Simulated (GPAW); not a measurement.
The system is ZrS2.

```
CELL_PARAMETERS angstrom
3.69138 0.00000 0.00000
-1.84569 3.19683 0.00000
0.00000 0.00000 6.04108
ATOMIC_POSITIONS crystal
Zr 0.00000 0.00000 0.00000
S 0.33333 0.66667 0.23791
S 0.66667 0.33333 0.76209
```

The cell is a database's computed one.

Base run:

* Program: GPAW 26.7.0
* Functional: PBEsol
* Potentials or basis: PAW data sets generated in the run's folder for this functional
* Cutoff: 600 eV
* Basis: pw
* k mesh: 8 × 8 × 5
* Occupations: fermi-dirac, width 0.05 eV
* Spin: no spin polarisation
* Hubbard terms: Zr d U = 1 eV

Its results: band gap on the k mesh 1.12 eV, indirect (least direct gap 1.77 eV); pressure -1.9 GPa; largest force 0.088 eV/Å.

The run is repeated on the same cell with these changes: hubbard terms from Zr d U = 1 eV to Zr d U = 8 eV. What comes out?

Band gap on the k mesh 2.20 eV, indirect (least direct gap 2.97 eV); pressure 4.9 GPa; largest force 0.597 eV/Å.

Caveats: this functional lacks dispersion, which binds the layers, so the pressure and a relaxed spacing across them are unreliable.
